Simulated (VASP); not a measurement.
A run of VASP 6.6.1 is set up as follows.

Contents of POSCAR:

```
SnSe
1.0
    0.0000000000      3.0100000000      3.0100000000
    3.0100000000      0.0000000000      3.0100000000
    3.0100000000      3.0100000000      0.0000000000
Sn Se
1 1
Direct
    0.0000000000      0.0000000000      0.0000000000
    0.5000000000      0.5000000000      0.5000000000
```

File INCAR.step1:

```
ALGO     = Normal         # electronic algorithm
EDIFF    = 1E-5           # SCF threshold, eV
ENCUT    = 500            # plane-wave cutoff, eV
GGA      = PE             # functional
ISIF     = 2              # what is computed and relaxed
ISMEAR   = 0              # smearing method
LASPH    = T              # aspherical terms in the spheres
LREAL    = F              # projectors in reciprocal space
LWAVE    = T              # write WAVECAR
NELM     = 100            # most SCF steps
PREC     = Accurate       # precision mode
SIGMA    = 0.05           # smearing width, eV
```

The input INCAR.step2:

```
ALGO     = Normal         # electronic algorithm
EDIFF    = 1E-7           # SCF threshold, eV
ENCUT    = 500            # plane-wave cutoff, eV
GGA      = PE             # functional
HFSCREEN = 0.2            # screening, 1/A
ISIF     = 2              # what is computed and relaxed
ISMEAR   = 0              # smearing method
ISTART   = 1            
IVDW     = 13             # dispersion correction
LASPH    = T              # aspherical terms in the spheres
LCHARG   = T              # write CHGCAR
LELF     = T              # ELF
LHFCALC  = T              # exact exchange
LORBIT   = 11             # projections on sites
LREAL    = F              # projectors in reciprocal space
LVHAR    = T            
LWAVE    = F              # write WAVECAR
NELM     = 100            # most SCF steps
PREC     = Accurate       # precision mode
PRECFOCK = Normal       
SIGMA    = 0.05           # smearing width, eV
```

File KPOINTS:

```
k-points
0
Gamma
  4 4 4
```

Potentials or basis: VASP PAW PBE potentials, release 64 (Sn, Se).

The run is started by

```bash
$ cat potpaw_PBE.64/Sn/POTCAR potpaw_PBE.64/Se/POTCAR > POTCAR
$ cp INCAR.step1 INCAR
$ mpirun -np 1 vasp_std > vasp.out
$ cp INCAR.step2 INCAR
$ mpirun -np 1 vasp_std > vasp.out
```

What does it give for the dispersion energy per atom?

-0.366 eV.

Estimate the pressure.

-4.3 GPa.

What does it give for the band gap on the k mesh?

0.43 eV, direct.

Caveat: the k mesh is coarse (spacing up to 0.45 Å⁻¹), so the values aren't converged, least of all with exact exchange; the PAW data sets were made with another functional, which shifts forces and pressure a little; spin-orbit coupling is left out, which moves the levels of the heavy elements. A k mesh can miss the band edges.
